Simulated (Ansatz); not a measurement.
SnTe: how strain makes field gradients

```
CELL_PARAMETERS angstrom
0.00000 3.15650 3.15650
3.15650 0.00000 3.15650
3.15650 3.15650 0.00000
ATOMIC_POSITIONS crystal
Sn 0.00000 0.00000 0.00000
Te 0.50000 0.50000 0.50000
```

Atoms are numbered in the order listed.

Conventional cell: a = 6.313 Å, b = 6.313 Å, c = 6.313 Å, α = 90.00°, β = 90.00°, γ = 90.00°. Sn (atom 1) has 6 Te at 3.16 Å as nearest neighbours. Te (atom 2) has 6 Sn at 3.16 Å as nearest neighbours.

The cell is COD entry 9008726, as deposited and not checked against the literature; nothing was relaxed.

Method: DFT, PBE, all-electron PAW with datasets made for the crystal, scalar-relativistic (Ansatz 0.2.0).

The runs use a Γ-centred 11×11×11 k mesh, Fermi–Dirac smearing of 0.08 eV, cutoff 240 eV (chosen by the program for this cell), no spin polarisation.

The strain is applied along the Cartesian axes of the cell as listed (γ is the engineering shear, twice εxy = εyz = εzx). Fractional coordinates are held (clamped ions).

The columns are Cartesian components of the electric field gradient at the nuclei, in 10²¹ V/m².

No spin–orbit coupling: at heavy atoms the gradients can be off by tens of per cent for that reason.

Only quantities that a quadratic follows smoothly over the whole series are listed; rougher ones are left out.

| γ | Vxy at Sn1 | Vxy at Te2 |
| --- | --- | --- |
| -0.0300 | -0.09 | -1.81 |
| -0.0200 | -0.06 | -1.19 |
| -0.0100 | -0.03 | -0.59 |
| 0.0000 | 0.00 | 0.00 |
| 0.0200 | 0.07 | 1.18 |
| 0.0300 | 0.11 | 1.78 |

**Question.** Fit the series and give the gradient–strain slopes.

**Answer.** Least-squares fits y = p0 + p1 x + p2 x² to the rows give Vxy at Sn1: p1 = 3.3, p2 = 10; Vxy at Te2: p1 = 59.6, p2 = -21. The slopes p1 are in 10²¹ V/m² per unit strain, for clamped ions.

**Question.** One run, at γ = 0.0100, is withheld. Predict its row.

**Answer.** The fits give 0.04, 0.60; the run gave 0.03, 0.59.
